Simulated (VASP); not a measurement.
## SiC (rocksalt), PBE single-point calculation: Ansatz's output and VASP's

```
Si C
1.0
     0.00000    2.01387    2.01387
     2.01387    0.00000    2.01387
     2.01387    2.01387    0.00000
Si C
1 1
Cartesian
  0.0000 0.0000 0.0000
  2.0139 2.0139 2.0139
```

Ansatz printed

```
SCF 1 converged in 6 iterations: F = -885.679696 eV  dr2 = 2.69e-11
  greatest PAW one-centre occupation: 0.646 electrons in one spin orbital (limit 2), on the C atom at site 1 (counted from 0), in its partial waves of l = 0
NSCF: frozen V_eff on 102 k-points
SCF converged after 6 iterations
Free energy (F): -885.679696 eV
Harris-Foulkes:  -885.679696 eV  (|F-HF|=8.98e-12)
Internal energy: -885.679123 eV  (E = F + TS)
E sigma→0 (E₀):  -885.679410 eV
Entropy (-TS):   -0.000574 eV (-0.287 meV/atom)
Fermi energy:    14.397393 eV
--- Per-component energies (eV) ---
  E_band       = 56.541978
  E_kinetic    = 140.585523
  E_local      = -52.045030  (includes V_loc(G=0)·N_el)
  E_nonlocal   = 49.736355
  E_hartree    = 19.374896
  E_xc         = -106.888560
  E_vxc        = -111.424552  (∫ρ·V_xc dr)
  E_paw        = -611.844614  (= ΣΔE_a)
  E_vpaw       = -9.060087  (= ΣTr[D̂ρ^β])
  E_aug_tail   = 0.000011  (compensation charges beyond the density's cutoff)
  E_ewald      = -324.597705
  E_smearing   = -0.000574  (= −TS)
  E_closure    = 0.000000  (closes the sum)
  Σ components = -885.679696   (vs F -885.679696, Δ=0.00e0)
--- Forces (eV/Å), atoms counted from 1 ---
  atom   1  Si    -0.00000000     0.00000000     0.00000000
  atom   2  C      0.00000000     0.00000000     0.00000000
  max |Σ_I F_I| component: 3.19e-30 eV/Å
--- Stress (GPa, compression-positive) ---
        5.406255      -0.000000      -0.000000
       -0.000000       5.406255      -0.000000
        0.000000      -0.000000       5.406255
  P = ⅓ Tr σ = 5.4063 GPa (54.063 kbar)
--- Band table (eV; the first three rows and the last of 47) ---
  k-point 0: bands = ["-4.2583", "14.3878", "14.3878", "14.3878", "22.1316", "23.3215", "23.3215", "23.3215"]
  k-point 1: bands = ["-4.0125", "13.1022", "14.2361", "14.2361", "22.2131", "23.3865", "23.6692", "23.6692"]
  k-point 2: bands = ["-3.2794", "10.3690", "13.9003", "13.9003", "21.4179", "22.6242", "22.6242", "24.7232"]
  k-point 46: bands = ["3.3761", "5.6826", "7.1598", "7.4342", "18.2990", "22.1591", "23.3593", "26.2168"]
```

Each program uses its own PAW datasets. VASP's cell holds 8 valence electrons and Ansatz's 8. Ansatz's stress includes a Pulay correction; VASP's doesn't. Ansatz solved a whole band path, VASP its corner points and band edges.

Problem. What does VASP give for the same cell and level of theory?

Solution. gap between bands v and c -0.92 eV (bands overlap: a metal); least direct gap 3.53 eV; pressure 5.6 GPa.

From OUTCAR

```
k-points           NKPTS =     47   k-points in BZ     NKDIM =     47   number of bands    NBANDS=     11

   NELECT =       8.0000    total number of electrons

   dimension x,y,z NGX =    24 NGY =   24 NGZ =   24
   dimension x,y,z NGXF=    48 NGYF=   48 NGZF=   48

  energy-cutoff  :      520.00
  volume of cell :       16.34
      direct lattice vectors                 reciprocal lattice vectors
     0.000000000  2.013868965  2.013868965    -0.248278318  0.248278318  0.248278318
     2.013868965  0.000000000  2.013868965     0.248278318 -0.248278318  0.248278318
     2.013868965  2.013868965  0.000000000     0.248278318  0.248278318 -0.248278318

 k-points in reciprocal lattice and weights: KPOINTS created by Atomic Simulation Env
   0.00000000  0.00000000  0.00000000       0.001
   0.10000000  0.00000000  0.00000000       0.008
   0.20000000  0.00000000  0.00000000       0.008
   0.30000000  0.00000000  0.00000000       0.008
   0.40000000  0.00000000  0.00000000       0.008
   0.50000000  0.00000000  0.00000000       0.004
   0.10000000  0.10000000  0.00000000       0.006
   0.20000000  0.10000000  0.00000000       0.024
   ...

 E-fermi :  12.6466

 k-point     1 :       0.0000    0.0000    0.0000
  band No.  band energies     occupation
      1      -6.0069      2.00000
      2      12.6478      0.96975
      3      12.6478      0.96975
      4      12.6478      0.96974
      5      20.3976      0.00000
      6      21.5917      0.00000
      7      21.5917      0.00000
      8      21.5917      0.00000
      9      25.5509      0.00000
     10      25.5509      0.00000
     11      25.5509      0.00000

 k-point     2 :       0.1000    0.0000    0.0000
  band No.  band energies     occupation
      1      -5.7611      2.00000
      2      11.3606      2.00000
      3      12.4958      1.99894
      4      12.4958      1.99894
      5      20.4797      0.00000
      6      21.6552      0.00000
      7      21.9383      0.00000
      8      21.9383      0.00000
      9      23.6250      0.00000
     10      23.6250      0.00000
     11      25.3294      0.00000

 k-point     3 :       0.2000    0.0000    0.0000
  band No.  band energies     occupation
      1      -5.0281      2.00000
      2       8.6254      2.00000
      3      12.1592      2.00000
      4      12.1592      2.00000
      5      19.6846      0.00000
      6      20.8719      0.00000
      7      20.8719      0.00000
      8      22.9856      0.00000
      9      24.1191      0.00000
     10      24.1191      0.00000
     11      24.7844      0.00000

 k-point     4 :       0.3000    0.0000    0.0000
  band No.  band energies     occupation
      1      -3.8231      2.00000
      2       5.6157      2.00000
      3      11.8335      2.00000
      4      11.8335      2.00000
      5      19.0665      0.00000
      6      19.3196      0.00000
      7      19.3196      0.00000
      8      23.2133      0.00000
      9      25.5023      0.00000
     10      26.3724      0.00000
     11      26.3724      0.00000

 k-point     5 :       0.4000    0.0000    0.0000
  band No.  band energies     occupation
      1      -2.1978      2.00000
      2       2.8126      2.00000
      3      11.6245      2.00000
      4      11.6245      2.00000
      5      18.3164      0.00000
      6      18.3164      0.00000
      7      18.7476      0.00000
      8      22.6583      0.00000
      9      26.9600      0.00000
     10      29.0396      0.00000
     11      29.0396      0.00000

 k-point     6 :       0.5000    0.0000    0.0000
  band No.  band energies     occupation
      1      -0.7661      2.00000
      2       0.9762      2.00000
      3      11.5556      2.00000
      4      11.5556      2.00000
      5      17.9717      0.00000
      6      17.9717      0.00000
      7      18.6555      0.00000
      8      22.4223      0.00000
      9      27.6219      0.00000
     10      30.6877      0.00000
     11      30.6877      0.00000

 k-point     7 :       0.1000    0.1000    0.0000
  band No.  band energies     occupation
      1      -5.6793      2.00000
      2      11.9457      2.00000
      3      11.9463      2.00000
      4      11.9463      2.00000
      5      20.2406      0.00000
      6      20.8119      0.00000
      7      21.7785      0.00000
      8      22.6109      0.00000
      9      22.6109      0.00000
     10      26.1004      0.00000
     11      26.1004      0.00000

 k-point     8 :       0.2000    0.1000    0.0000
  band No.  band energies     occupation
      1      -5.1092      2.00000
      2       9.6626      2.00000
      3      11.3659      2.00000
      4      12.0155      2.00000
      5      19.1491      0.00000
      6      19.8818      0.00000
      7      21.6762      0.00000
      8      22.7790      0.00000
      9      23.9763      0.00000
     10      25.6127      0.00000
     11      26.2310      0.00000

 ...

  Total        0.5707508      0.5707508      0.5707508     -0.0000000     -0.0000000     -0.0000000
  in kB       55.9800742     55.9800742     55.9800742     -0.0000000     -0.0000000     -0.0000000
  external PRESSURE =      55.9800742 kB  Pullay stress =       0.0000000 kB

 POSITION                                       TOTAL-FORCE (eV/Angst)
 -----------------------------------------------------------------------------------
      0.00000      0.00000      0.00000         0.000000      0.000000     -0.000000
      2.01387      2.01387      2.01387        -0.000000     -0.000000      0.000000
 -----------------------------------------------------------------------------------
    total drift:                               -0.000000     -0.000000      0.000000

  FREE ENERGIE OF THE ION-ELECTRON SYSTEM (eV)
  ---------------------------------------------------
  free  energy   TOTEN  =       -13.5686176047 eV

  energy  without entropy=      -13.5680229241  energy(sigma->0) =      -13.56832026
```
